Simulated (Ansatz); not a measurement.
Here is an Ansatz 0.2.0 calculation.

File input.yaml:

```yaml
crystal:
  lattice:
    - [4.15, 0.0, 0.0]
    - [-2.075, 3.5940054257, 0.0]
    - [0.0, 0.0, 6.737]
  atoms:
    - { symbol: Cd, position: [0.6666666667, 0.3333333333, 0.5] }
    - { symbol: Cd, position: [0.3333333333, 0.6666666667, 0.0] }
    - { symbol: S, position: [0.6666666667, 0.3333333333, 0.875] }
    - { symbol: S, position: [0.3333333333, 0.6666666667, 0.375] }
kpoints:
  mp_grid: { grid: [4, 4, 2] }
scf:
  occupations: { method: fermi_dirac, width: 0.02 }
hamiltonian:
  xc: pbe
  pseudopotentials: { kind: all_electron, lapw: { basis_error: 0.003 } }
output:
  forces: true
  stress: true
  eigenvalues: true
```

Potentials or basis: all-electron LAPW, scalar-relativistic.

The run is started by

```sh
$ ansatz run input.yaml --threads 2 --pin off --max-ram 6144MiB --backend cpu --events-out ev --progress --plain --runs-dir out
```

Q: What does it give for the pressure?

A: 2.2 GPa.

Q: Predict the largest force.

A: 0.055 eV/Å.

Q: Predict the band gap on the k mesh.

A: 1.19 eV, direct.

Forces on the atoms (eV/Å):
```
Cd   0.000  0.000 -0.055
Cd   0.000  0.000 -0.055
S    0.000  0.000  0.055
S    0.000  0.000  0.055
```

Caveat: the k mesh is coarse (spacing up to 0.47 Å⁻¹), so the values aren't converged. PBE gaps usually lie below the measured ones, often by a third to a half.
